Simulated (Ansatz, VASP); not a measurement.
Ag in VASP and in Ansatz

The input INCAR:

```
SYSTEM = Ag
ALGO = Normal
EDIFF = 1E-6
ENCUT = 520
GGA = PS
ISIF = 2
ISMEAR = 0
LASPH = .TRUE.
LCHARG = .TRUE.
LELF = .TRUE.
LREAL = .FALSE.
LVHAR = .TRUE.
LWAVE = .FALSE.
NBANDS = 12
NELM = 100
PREC = Accurate
SIGMA = 0.15
```

Contents of KPOINTS:

```
k-points
0
G
  20 20 20
  0 0 0
```

File POSCAR:

```
Ag
1.0
   -1.7218801600      1.7218801600      1.5232016800
    1.7218801600     -1.7218801600      1.5232016800
    1.7218801600      1.7218801600     -1.5232016800
Ag
1
Direct
    0.0000000000      0.0000000000      0.0000000000
```

Input for Ansatz:

```yaml
crystal:
  lattice:
    - [-1.72188016, 1.72188016, 1.52320168]
    - [1.72188016, -1.72188016, 1.52320168]
    - [1.72188016, 1.72188016, -1.52320168]
  atoms:
    - { symbol: Ag, position: [0.0, 0.0, 0.0] }
basis:
  ecutwfc: 420
kpoints:
  mp_grid: { grid: [20, 20, 20] }
hamiltonian:
  xc: pbesol
scf:
  occupations: { method: gaussian, width: 0.15 }
output:
  forces: true
  stress: true
  eigenvalues: true
```

Change from the starting cell: strain +0.040 along x and y, -0.080 along z, atoms carried along.

Alike in both runs: task single point; functional PBEsol; k mesh 20 × 20 × 20; occupations gaussian, width 0.15 eV; no spin polarisation.

|  | VASP | Ansatz |
| --- | --- | --- |
| version | VASP 6.6.1 | Ansatz 0.2.0 |
| potentials or method | VASP PAW PBE potentials, release 64 (Ag) | scalar-relativistic, plane waves, PAW |
| plane-wave cutoff (eV) | 520 | 420 |
| valence electrons in the cell | 11 | 19 |

|  | VASP | Ansatz | Ansatz less VASP |
| --- | --- | --- | --- |
| gap on the k mesh at the Fermi level (eV) | none | none | - |
| pressure (GPa) | -6.9 | -6.8 | +0.13 |
| largest component of the traceless stress (GPa) | 0.05 | 0.06 | +0.005 |

A gap of «none» marks a metal or a gap that the smearing closes. With one functional, cell and mesh, what is left measures potentials, basis and numerics. The two sets of potentials don't hold the same shells in valence.

Caveats: the PAW data sets were made with another functional, which shifts forces and pressure a little (VASP).
